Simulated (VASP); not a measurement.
Wanted: the native input for a VASP 6.6.1 run.

* Task: single point
* Functional: PBE
* Potentials or basis: VASP PAW PBE potentials, release 64 (B, As)
* Cutoff: 520 eV
* k mesh: 4 × 4 × 4
* Occupations: gaussian, width 0.02 eV
* Spin: no spin polarisation
* Further INCAR settings: ALGO = Normal; EDIFF = 1e-07; NBANDS = 11

The structure of BAs lies in POSCAR:

```
BAs
1.0
    0.0000000000      2.3885000000      2.3885000000
    2.3885000000      0.0000000000      2.3885000000
    2.3885000000      2.3885000000      0.0000000000
B As
1 1
Direct
    0.0000000000      0.0000000000      0.0000000000
    0.2500000000      0.2500000000      0.2500000000
```

The input as run:

INCAR

```
SYSTEM = BAs
  PREC = Accurate
  ENCUT = 520
  EDIFF = 1E-7
  ISMEAR = 0
  SIGMA = 0.02
  LREAL = .FALSE.
  LASPH = .TRUE.
  NELM = 80
  ALGO = Normal
  ISIF = 2
  LWAVE = .FALSE.
  LCHARG = .FALSE.
  GGA = PE
  NBANDS = 11
```

KPOINTS

```
Automatic mesh
0
G
  4 4 4
  0 0 0
```

Potentials or basis: VASP PAW PBE potentials, release 64 (B, As).

Command:

```bash
$ cat potpaw_PBE.64/B/POTCAR potpaw_PBE.64/As/POTCAR > POTCAR
$ mpirun -np 1 vasp_std > vasp.out
```

Results of the run:

| Quantity | Value |
| --- | --- |
| Pressure | 4.0 GPa |
| Band gap on the k mesh | 1.41 eV, indirect (least direct gap 3.26 eV) |

Caveat: the k mesh is coarse (spacing up to 0.57 Å⁻¹), so the values aren't converged.

Wall time 6.9 s on 1 thread of AMD EPYC 7R43 64-Core Processor (Zen 3), on a shared host, peak memory 0.11 GiB.
